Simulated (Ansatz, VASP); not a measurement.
**SiC in VASP and in Ansatz**

```
Si C
1.0
     0.00000    2.17400    2.26096
     2.17400    0.00000    2.26096
     2.17400    2.17400    0.00000
Si C
1 1
Cartesian
  0.0000 0.0000 0.0000
  3.2610 3.2610 3.3914
```

Change from the starting cell: strain +0.000 along x and y, +0.040 along z, atoms carried along.

Alike in both runs: task single point; functional r2SCAN; k mesh 12 × 12 × 12; occupations gaussian, width 0.05 eV; no spin polarisation.

|  | VASP | Ansatz |
| --- | --- | --- |
| version | VASP 6.6.1 | Ansatz 0.2.0 |
| potentials or method | VASP PAW PBE potentials, release 64 (Si, C) | scalar-relativistic, plane waves, PAW |
| plane-wave cutoff (eV) | 520 | 500 |
| valence electrons in the cell | 8 | 8 |

|  | VASP | Ansatz | Ansatz less VASP |
| --- | --- | --- | --- |
| gap on the k mesh at the Fermi level (eV) | 1.53 | 1.52 | -0.010 |
| least direct gap on the mesh (eV) | 4.98 | 4.96 | -0.013 |
| pressure (GPa) | -7.4 | -7.2 | +0.14 |
| largest component of the traceless stress (GPa) | 7.84 | 7.81 | -0.029 |

With one functional, cell and mesh, what is left measures potentials, basis and numerics.

Caveats: the PAW data sets were made with another functional, which shifts forces and pressure a little (VASP). A k mesh can miss the band edges.
